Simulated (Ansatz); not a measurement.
# A series in volume per atom on Ir

Results calculated with Ansatz 0.2.0 development build, not measured. Equation of state of a cubic crystal from periodic Kohn-Sham density functional theory without spin; pressure corrected for the finite basis.

Cell of the first row (space group Fd-3m, No. 227):
```
Ir
1.0
      0.0000     2.7286     2.7286
      2.7286     0.0000     2.7286
      2.7286     2.7286     0.0000
Ir
2
Direct
  0.00000 0.00000 0.00000
  0.25000 0.25000 0.25000
```

Settings of every row: formula Ir; structure type diamond; functional PBE; spin treatment none; k mesh 12x12x12; occupation method fermi-dirac; occupation width 0.061225619 eV; wave cutoff 420 eV; datasets soft-1 PAW; density cutoff ratio 4.

Limits: a cubic model structure, not a phase known at ambient conditions; modest k-mesh, values are not fully converged in k; no spin-orbit coupling, which can matter with elements this heavy.

```
row  volume per atom (Å³)  pressure (GPa)  energy above lowest point (meV/atom)
  1                20.316          12.961                                 48.03
  2                20.748           8.002                                 19.88
  3                21.181           3.601                                  4.34
  4                21.613               ?                                     ?
  5                22.045          -3.761                                  5.57
  6                22.477          -6.821                                 19.93
  7                 22.91          -9.525                                 42.05
```

Question: what pressure should row 4 give?

Worked fit of pressure. Take u = (V_r/V)^(2/3) − 1 with V_r = 21.613 Å³ an atom, which is twice the finite (Eulerian) strain; such expansions in the strain, on which the Birch-Murnaghan equation of state is built, carry the rest volume and the bulk modulus. The shown rows have u = 0.04212, 0.0276, 0.01355, -0.01311, -0.02579, -0.03811. Least squares give pressure = −0.3035 + 275.539 × u + 905.91 × u² + 675 × u³ GPa; a parabola predicts inner rows, each left out in turn, worse (root mean square 0.015 against 0.0055 GPa). The rows lie off it by 0.001, -0.004, 0.003, 0.001, -0.002, 0.001. The pressure vanishes at u = 0.0011, or V = 21.58 Å³ an atom, and there the bulk modulus at fixed shape and fractions is B = −V dP/dV = (2/3)(1 + u) dP/du = 185 GPa. The withheld row has u = 0, so the fit gives −0.3035 + 275.539 × (0) + 905.91 × (0)² + 675 × (0)³ = -0.303 GPa.

The calculation gave -0.302 GPa. The fit lies 0.001 GPa (0.0044 % of the column's range) below it, one unit of the last digit.

The other values of row 4: energy above lowest point 0 meV/atom.
